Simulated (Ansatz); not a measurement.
## MgF$_{2}$: deformation potentials from a series

```
CELL_PARAMETERS angstrom
4.62130 0.00000 0.00000
0.00000 4.62130 0.00000
0.00000 0.00000 3.01590
ATOMIC_POSITIONS crystal
Mg 0.00000 0.00000 0.00000
Mg 0.50000 0.50000 0.50000
F 0.30280 0.30280 0.00000
F 0.19720 0.80280 0.50000
F 0.69720 0.69720 0.00000
F 0.80280 0.19720 0.50000
```

Atom numbers follow the list: Mg1, Mg2, F3, F4, F5, F6.

The geometry is COD entry 9007534, unchecked; take it as a test cell.

Theory: DFT, PBE, all-electron LAPW, scalar-relativistic in Ansatz 0.2.0.

The runs use a Γ-centred 5×5×7 k mesh, Fermi–Dirac smearing of 0.02 eV, basis error target 1 meV/atom, no spin polarisation.

The cell is scaled evenly. Fractional coordinates are held (clamped ions).

Only quantities that a quadratic follows smoothly over the whole series are listed; rougher ones are left out.

```csv
ln(V/Vcell),direct gap at Γ (eV),smallest gap on mesh and path (eV)
-0.0619,7.680,7.680
-0.0202,7.375,7.375
-0.0101,7.302,7.302
0.0000,7.231,7.231
0.0100,7.160,7.160
0.0198,7.091,7.091
0.0392,6.957,6.957
0.0583,6.827,6.827
```

Fit the series and give the slopes at zero strain.

Least-squares fits y = p0 + p1 x + p2 x² to the rows give direct gap at Γ (eV): p1 = -7.09, p2 = 2.8; smallest gap on mesh and path (eV): p1 = -7.09, p2 = 2.8. So dEg/dln V = -7.1 eV for the direct gap at Γ, the fundamental gap of this crystal. Semilocal gaps are too small, but their slopes carry over better.

One run, at ln(V/Vcell) = -0.0408, is withheld. Predict its row.

The fits give 7.524, 7.524; the run gave 7.525, 7.525.
